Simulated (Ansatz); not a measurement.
**Sn under changes of volume**

One of the cells (33.803 Å³/atom); the others are scaled copies at fixed shape and fractional positions:

```
CELL_PARAMETERS angstrom
0.00000 3.23334 3.23334
3.23334 0.00000 3.23334
3.23334 3.23334 0.00000
ATOMIC_POSITIONS crystal
Sn 0.75000 0.75000 0.75000
Sn 0.50000 0.50000 0.50000
```

This isn't the form of Sn at room conditions, which is tetragonal (white tin).

```yaml
Program: Ansatz 0.2.0
Functional: HF
Potentials_or_basis: Ansatz PAW
Cutoff: "420 eV (not typed: the program's choice for these potentials)"
k_mesh: 4 × 4 × 4
Occupations: fermi-dirac, width 0.05 eV
Spin: no spin polarisation
```

```csv
volume (Å³/atom),energy over the lowest point (meV/atom),pressure (GPa),gap on the mesh (eV)
31.775,?,?,?
32.451,71.67,7.0,5.39
33.127,45.70,5.4,5.30
33.803,26.15,3.9,5.22
34.479,12.37,2.6,5.14
35.155,3.83,1.4,4.99
35.831,0.00,0.4,4.78
```

Question: What does the run at 31.775 Å³/atom give?

Answer: Energy over the lowest point 104.73 meV/atom; pressure 8.7 GPa; gap on the mesh 5.48 eV.

Worked out: A Birch-Murnaghan fit of order 3 (a polynomial in V^(-2/3)) to the other rows has its minimum at 36.09 Å³/atom, just outside them, with B0 = V·E''(V) = 52 GPa and B' = 4.4. It gives 104.75 meV/atom at 31.775 Å³/atom, against the run's 104.73, and -dE/dV = 8.7 GPa, against 8.7. A parabola through the other rows of the gap, of slope 0.161 eV per unit of ln V there, extrapolates to 5.39 eV, against the run's 5.48.

Energies are extrapolated to zero smearing.

Caveats: some runs use coarse meshes; spin-orbit coupling is left out, which moves the levels of the heavy elements; the PAW data sets come from PBE, with cores solved anew for the run's functional, which leaves a small shift of forces and pressure; the thresholds are loose for stress.

A mesh can miss the band edges.
